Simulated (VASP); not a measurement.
# W (Im-3m) in VASP: density of states with PBE

Aim: the density of states of W with PBE.

Everything below comes from runs of VASP 6.6.1. Logs are shortened: lines on timing, memory, paths and dates and some standing lists are left out, and cuts for length are marked.

## 1. The crystal as given

Symmetry: Im-3m, No. 229, cubic system. The conventional cell has a = 3.186 Å, b = 3.186 Å, c = 3.186 Å, α = 90.00°, β = 90.00°, γ = 90.00°. W (site symmetry m-3m) is surrounded by 8 W at 2.76 Å.

## 2. Density of states, PBE

File POSCAR:

```
W                                       
1.0
   -1.5928527436      1.5928527436      1.5928527436
    1.5928527436     -1.5928527436      1.5928527436
    1.5928527436      1.5928527436     -1.5928527436
  W             
     1
Direct
     0.0000000000000000    0.0000000000000000    0.0000000000000000
```

File INCAR.step1:

```
SYSTEM = W
PREC = Accurate
ENCUT = 520
EDIFF = 1E-7
ISMEAR = 0
SIGMA = 0.3
LREAL = .FALSE.
LASPH = .TRUE.
NELM = 60
ALGO = Normal
ISIF = 2
LWAVE = .FALSE.
LCHARG = .TRUE.
LMAXMIX = 4
GGA = PE
```

File KPOINTS.step1:

```
regular mesh
0
G
  18 18 18
  0 0 0
```

File INCAR.step2:

```
SYSTEM = W
PREC = Accurate
ENCUT = 520
EDIFF = 1E-7
ISMEAR = -5
SIGMA = 0.3
LREAL = .FALSE.
LASPH = .TRUE.
NELM = 60
ALGO = Normal
ISIF = 2
LWAVE = .FALSE.
LCHARG = .FALSE.
LMAXMIX = 4
GGA = PE
LORBIT = 10
NEDOS = 2001
ICHARG = 11
```

File KPOINTS.step2:

```
regular mesh
0
G
  27 27 27
  0 0 0
```

Potentials or basis: VASP PAW PBE potentials, release 64 (W_sv).

Launch:

```sh
$ cat potpaw_PBE.64/W_sv/POTCAR > POTCAR
$ cp INCAR.step1 INCAR
$ cp KPOINTS.step1 KPOINTS
$ mpirun -np 1 vasp_std > vasp.out
$ cp INCAR.step2 INCAR
$ cp KPOINTS.step2 KPOINTS
$ mpirun -np 1 vasp_std > vasp.out
```

OUTCAR:

```text
SYSTEM = W
   PREC = Accurate
   ENCUT = 520
   EDIFF = 1E-7
   ISMEAR = -5
   LREAL = .FALSE.
   LASPH = .TRUE.
   NELM = 60
   ISIF = 2
   GGA = PE
   LORBIT = 10
   ICHARG = 11

 ion  position               nearest neighbor table
   1  0.000  0.000  0.000-

  LATTYP: Found a body centered cubic cell.
 ALAT       =     3.1857054872

  Lattice vectors:

 A1 = (  -1.5928527436,   1.5928527436,   1.5928527436)
 A2 = (   1.5928527436,  -1.5928527436,   1.5928527436)
 A3 = (   1.5928527436,   1.5928527436,  -1.5928527436)

Analysis of symmetry for initial positions (statically):
=====================================================================
 Subroutine PRICEL returns:
 Original cell was already a primitive cell.

 Routine SETGRP: Setting up the symmetry group for a
 body centered cubic supercell.

 Subroutine GETGRP returns: Found 48 space group operations
 (whereof 48 operations were pure point group operations)
 out of a pool of 48 trial point group operations.

The static configuration has the point symmetry O_h .

Analysis of symmetry for dynamics (positions and initial velocities):
=====================================================================
 Subroutine PRICEL returns:
 Original cell was already a primitive cell.

 Routine SETGRP: Setting up the symmetry group for a
 body centered cubic supercell.

 Subroutine GETGRP returns: Found 48 space group operations
 (whereof 48 operations were pure point group operations)
 out of a pool of 48 trial point group operations.

The dynamic configuration has the point symmetry O_h .

 Subroutine INISYM returns: Found 48 space group operations
 (whereof 48 operations are pure point group operations),
 and found     1 'primitive' translations

----------------------------------------------------------------------------------------

                                     Primitive cell

  volume of cell :      16.1654

  direct lattice vectors                    reciprocal lattice vectors
    -1.592852744  1.592852744  1.592852744     0.000000000  0.313902212  0.313902212
     1.592852744 -1.592852744  1.592852744     0.313902212  0.000000000  0.313902212
     1.592852744  1.592852744 -1.592852744     0.313902212  0.313902212  0.000000000

  length of vectors
     2.758901881  2.758901881  2.758901881     0.443924766  0.443924766  0.443924766

  position of ions in fractional coordinates (direct lattice)
     0.000000000  0.000000000  0.000000000

  ion indices of the primitive-cell ions
   primitive index   ion index
                 1           1

----------------------------------------------------------------------------------------

 KPOINTS: regular mesh

Automatic generation of k-mesh.
 Grid dimensions read from file:
 generate k-points for:   27   27   27

 Generating k-lattice:

  Cartesian coordinates                     Fractional coordinates (reciprocal lattice)
     0.000000000  0.011626008  0.011626008     0.037037037  0.000000000  0.000000000
     0.011626008  0.000000000  0.011626008     0.000000000  0.037037037  0.000000000
     0.011626008  0.011626008  0.000000000     0.000000000  0.000000000  0.037037037

  Length of vectors
     0.016441658  0.016441658  0.016441658

  Shift w.r.t. Gamma in fractional coordinates (k-lattice)
     0.000000000  0.000000000  0.000000000

 TETIRR: Found  23679 inequivalent tetrahedra from   118098

 Subroutine IBZKPT returns following result:
 ===========================================

 Found    560 irreducible k-points:

 Following reciprocal coordinates:
            Coordinates               Weight
  0.000000  0.000000  0.000000      1.000000
  0.037037  0.000000  0.000000     12.000000
  0.074074  0.000000  0.000000     12.000000
  0.111111  0.000000  0.000000     12.000000
  0.148148  0.000000  0.000000     12.000000
  0.185185  0.000000  0.000000     12.000000
[... 16 lines left out ...]
  0.333333  0.037037  0.000000     48.000000
  0.370370  0.037037  0.000000     48.000000
 [... further k-points ...]
   k-points           NKPTS =    560   k-points in BZ     NKDIM =    560   number of bands    NBANDS=     11
   number of dos      NEDOS =   2001   number of ions     NIONS =      1
   total plane-waves  NPLWV =  13824
   dimension x,y,z NGX =    24 NGY =   24 NGZ =   24
   dimension x,y,z NGXF=    48 NGYF=   48 NGZF=   48
   ions per type =               1
   NGX,Y,Z   is equivalent  to a cutoff of  14.46, 14.46, 14.46 a.u.
   NGXF,Y,Z  is equivalent  to a cutoff of  28.92, 28.92, 28.92 a.u.
 SYSTEM =  W
   PREC   = accura    normal or accurate (medium, high low for compatibility)
   ISTART =      0    job   : 0-new  1-cont  2-samecut
   ICHARG =     11    charge: 1-file 2-atom 10-const
   ISPIN  =      1    spin polarized calculation?
   LNONCOLLINEAR =      F non collinear calculations
   LSORBIT =      F    spin-orbit coupling
   LASPH  =      T    aspherical Exc in radial PAW
   ENCUT  =  520.0 eV  38.22 Ry    6.18 a.u.   5.13  5.13  5.13*2*pi/ulx,y,z
   NELM   =     60;   NELMIN=  2; NELMDL=  0     # of ELM steps
   EDIFF  = 0.1E-06   stopping-criterion for ELM
   LREAL  =      F    real-space projection
   EDIFFG = 0.1E-05   stopping-criterion for IOM
   NSW    =      0    number of steps for IOM
   IBRION =     -1    ionic relax: 0-MD 1-quasi-New 2-CG
   NFREE  =      0    steps in history (QN), initial steepest desc. (CG)
   ISIF   =      2    stress and relaxation
   ISYM   =      2    0-nonsym 1-usesym 2-fastsym
   POTIM  = 0.5000    time-step for ionic-motion
   TEBEG  =    0.0;   TEEND  =   0.0 temperature during run
   PSTRESS=    0.0 pullay stress
   NELECT =      14.0000    total number of electrons
   NUPDOWN=      -1.0000    fix difference up-down
   EMIN   =  10.00;   EMAX   =-10.00  energy-range for DOS
   EFERMI =   0.00;   METHOD = LEGACY
   ISMEAR =    -5;   SIGMA  =   0.30  broadening in eV -4-tet -1-fermi 0-gaus
   EFERMI_NEDOS =   21; number of points for ismear=-14 and -15
   IALGO  =     38    algorithm
   IMIX   =      4    mixing-type and parameters
     AMIX     =   0.40;   BMIX     =  1.00
     AMIX_MAG =   1.60;   BMIX_MAG =  1.00
  volume/ion in A,a.u.               =      16.17       109.09
  Fermi-wavevector in a.u.,A,eV,Ry     =   1.560469  2.948859 33.131061  2.435064
  Thomas-Fermi vector in A             =   2.663677
   LORBIT       =     10    0 simple, 1 ext, 2 COOP (PROOUT), +10 PAW based schemes
   GGA     = PE    functional components
   LHFCALC =     F    Hartree Fock is set to
   AEXX    =    0.0000 exact exchange contribution
   IVDW    =     0    specifies the selected vdW correction
   LEPSILON=     F    determine dielectric tensor
   LRPA    =     F    only Hartree local field effects (RPA)
 non-spin polarized calculation
 Fermi weights with tetrahedron method with Bloechl corrections
  energy-cutoff  :      520.00
  volume of cell :       16.17
 maximum number of plane-waves:       451
 NGX is ok and might be reduce to    24

 number of electron      14.0000002 magnetization

 Free energy of the ion-electron system (eV)
  ---------------------------------------------------
  ext. energy  EPLUGINS =         0.00000000
  ---------------------------------------------------
  free energy    TOTEN  =       -12.95486069 eV

  energy without entropy =      -12.95486069  energy(sigma->0) =      -12.95486069

 E-fermi :  11.1913     XC(G=0): -13.5299

 val. band max:       11.2529279970   @ k =   0.4444   0.0741   0.0370
 cond. band min:      11.1392418395   @ k =  -0.1481   0.1852   0.1111
 fundamental gap:     -0.1136861575
 Fermi energy:        11.1912636780

 k-point     1 :       0.0000    0.0000    0.0000
  band No.  band energies     occupation
      1     -63.0458      2.00000
      2     -26.6360      2.00000
      3     -26.6360      2.00000
      4     -26.6360      2.00000
      5       1.6335      2.00000
      6       9.9660      2.00000
      7       9.9660      2.00000
      8       9.9660      2.00000
      9      13.3779      0.00000
     10      13.3779      0.00000
     11      25.6339      0.00000

 k-point     2 :       0.0370    0.0000    0.0000
  band No.  band energies     occupation
      1     -63.0442      2.00000
      2     -26.6537      2.00000
      3     -26.6416      2.00000
      4     -26.6361      2.00000
      5       1.6989      2.00000
      6       9.9260      2.00000
      7       9.9579      2.00000
      8      10.0286      2.00000
      9      13.3115      0.00000
     10      13.3781      0.00000
     11      25.6908      0.00000

 k-point     3 :       0.0741    0.0000    0.0000
  band No.  band energies     occupation
      1     -63.0393      2.00000
      2     -26.7052      2.00000
      3     -26.6577      2.00000
      4     -26.6364      2.00000
      5       1.8919      2.00000
      6       9.8103      2.00000
      7       9.9277      2.00000
      8      10.2155      2.00000
      9      13.1389      0.00000
     10      13.3803      0.00000
     11      25.8496      0.00000

 k-point     4 :       0.1111    0.0000    0.0000
  band No.  band energies     occupation
      1     -63.0315      2.00000
      2     -26.7873      2.00000
      3     -26.6836      2.00000
      4     -26.6367      2.00000
      5       2.2033      2.00000
      6       9.6311      2.00000
      7       9.8608      2.00000
      8      10.5241      2.00268
      9      12.9275      0.00000
     10      13.3885      0.00000
     11      26.0706      0.00000

 k-point     5 :       0.1481    0.0000    0.0000
  band No.  band energies     occupation
      1     -63.0212      2.00000
      2     -26.8946      2.00000
      3     -26.7177      2.00000
      4     -26.6372      2.00000
      5       2.6160      2.00000
      6       9.4049      2.00000
      7       9.7434      2.00000
      8      10.9497      1.95402
      9      12.7539      0.00000
     10      13.4081      0.00000
     11      26.2773      0.00000
[... 211 lines left out ...]
 k-point    21 :       0.2593    0.0370    0.0000
  band No.  band energies     occupation
      1     -62.9732      2.00000
      2     -27.3692      2.00000
      3     -26.8715      2.00000
      4     -26.6463      2.00000
      5       4.4030      2.00000
      6       8.5017      2.00000
      7       9.2947      2.00000
      8      12.7954      0.00000
      9      13.3200      0.00000
     10      13.6951      0.00000
     11      25.3955      0.00000

 k-point    22 :       0.2963    0.0370   -0.0000
  band No.  band energies     occupation
      1     -62.9595      2.00000
      2     -27.4980      2.00000
      3     -26.9160      2.00000
      4     -26.6470      2.00000
      5       4.7609      2.00000
      6       8.2721      2.00000
      7       9.4600      2.00000
      8      12.9715      0.00000
      9      13.8033      0.00000
     10      14.1373      0.00000
     11      24.6991      0.00000

 k-point    23 :       0.3333    0.0370    0.0000
  band No.  band energies     occupation
      1     -62.9472      2.00000
      2     -27.6127      2.00000
      3     -26.9559      2.00000
      4     -26.6478      2.00000
      5       4.9721      2.00000
      6       8.0740      2.00000
      7       9.8353      2.00000
      8      13.1447      0.00000
      9      13.9207      0.00000
     10      14.9811      0.00000
     11      24.0057      0.00000

 k-point    24 :       0.3704    0.0370    0.0000
  band No.  band energies     occupation
      1     -62.9368      2.00000
      2     -27.7078      2.00000
      3     -26.9892      2.00000
      4     -26.6483      2.00000
      5       5.0594      2.00000
      6       7.9138      2.00000
      7      10.3691      2.00136
      8      13.2727      0.00000
      9      14.0429      0.00000
     10      15.7997      0.00000
     11      23.3255      0.00000

 [... further k-points ...]

------------------------ aborting loop because EDIFF is reached ----------------------------------------

  FORCE on cell =-STRESS in cart. coord.  units (eV):
  Direction    XX          YY          ZZ          XY          YZ          ZX
  --------------------------------------------------------------------------------------
  -------------------------------------------------------------------------------------
  Total       -0.0392618     -0.0392618     -0.0392618     -0.0000000     -0.0000000     -0.0000000
  in kB       -3.8912931     -3.8912931     -3.8912931     -0.0000000     -0.0000000     -0.0000000
  external PRESSURE =      -3.8912931 kB  Pullay stress =       0.0000000 kB

 VOLUME and BASIS-vectors are now :
 -----------------------------------------------------------------------------
  energy-cutoff  :      520.00
  volume of cell :       16.17
      direct lattice vectors                 reciprocal lattice vectors
    -1.592852744  1.592852744  1.592852744     0.000000000  0.313902212  0.313902212
     1.592852744 -1.592852744  1.592852744     0.313902212  0.000000000  0.313902212
     1.592852744  1.592852744 -1.592852744     0.313902212  0.313902212  0.000000000

 POSITION                                       TOTAL-FORCE (eV/Angst)
 -----------------------------------------------------------------------------------
      0.00000      0.00000      0.00000         0.000000      0.000000      0.000000
 -----------------------------------------------------------------------------------
    total drift:                               -0.000000      0.000000     -0.000000

  FREE ENERGIE OF THE ION-ELECTRON SYSTEM (eV)
  ---------------------------------------------------
  free  energy   TOTEN  =       -12.9548606937 eV

  energy  without entropy=      -12.9548606937  energy(sigma->0) =      -12.95486069

 total charge

# of ion       s       p       d       tot
------------------------------------------
    1        2.397   6.334   3.319  12.050
```

Wall time 38 s (1 thread of Intel Xeon 6975P-C (Granite Rapids), shared host); peak memory 0.25 GiB.

What came out:

```
Valence electrons inside the program's atomic spheres : W 12.05
```

Levels at points of the mesh, in eV from the Fermi level:
| k point | band 5 | band 6 | band 7 | band 8 | band 9 | band 10 |
| --- | --- | --- | --- | --- | --- | --- |
| (0.00, 0.00, 0.00) | -9.56 | -1.23 | -1.23 | -1.23 | 2.19 | 2.19 |

States per cell in windows of 1 eV (zero at the Fermi level; states under -8 eV left out):
```tsv
from (eV)	total	W1_d	W1_p	W1_s
-8.0	0.12	0.00	0.01	0.04
-7.0	0.28	0.06	0.02	0.08
-6.0	0.73	0.30	0.03	0.12
-5.0	0.91	0.47	0.05	0.07
-4.0	1.15	0.77	0.06	0.01
-3.0	1.31	0.84	0.10	0.02
-2.0	1.08	0.66	0.11	0.02
-1.0	0.38	0.22	0.05	0.01
0.0	0.68	0.50	0.03	0.01
1.0	1.03	0.84	0.02	0.01
2.0	1.25	1.08	0.02	0.01
3.0	1.37	1.14	0.05	0.04
4.0	0.49	0.37	0.04	0.02
5.0	0.33	0.25	0.03	0.01
6.0	0.31	0.20	0.04	0.02
7.0	0.33	0.16	0.05	0.06
```

Caveat: tetrahedron occupations give inexact forces and stress in metals. Spin-orbit coupling is left out, which matters for the levels of W.
